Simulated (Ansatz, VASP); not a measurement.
**Two plane-wave programs on NbAs**

```
Nb As
1.0
     0.00000    2.63760    2.63760
     2.63760    0.00000    2.63760
     2.63760    2.63760    0.00000
Nb As
1 1
Direct
  0.00000 0.00000 0.00000
  0.50000 0.50000 0.50000
```

Alike in both runs: task electric field gradients; functional PBE; k mesh 11 × 11 × 11; occupations fermi-dirac, width 0.05 eV; non-collinear spin, spin-orbit coupling.

|  | VASP | Ansatz |
| --- | --- | --- |
| version | VASP 6.6.1 | Ansatz 0.2.0 |
| potentials or method | VASP PAW PBE potentials, release 64 (Nb_sv, As) | PAW with Ansatz's default frozen-core files, fully relativistic files with spin-orbit coupling |
| plane-wave cutoff (eV) | 520 | 420 |
| valence electrons in the cell | 18 | 28 |

|  | VASP | Ansatz | Ansatz less VASP |
| --- | --- | --- | --- |
| pressure (GPa) | 0.1 | 0.0 | -0.05 |
| net moment per atom (μB) | 0.00 | 0.00 | 0.000 |
| Vzz of the field gradient on the site that differs most (V/Å²) | 0.0 | 0.0 | 0.00 |

The functional is the same, so the differences come from potentials, cutoffs and numerics. The two sets of potentials don't hold the same shells in valence.
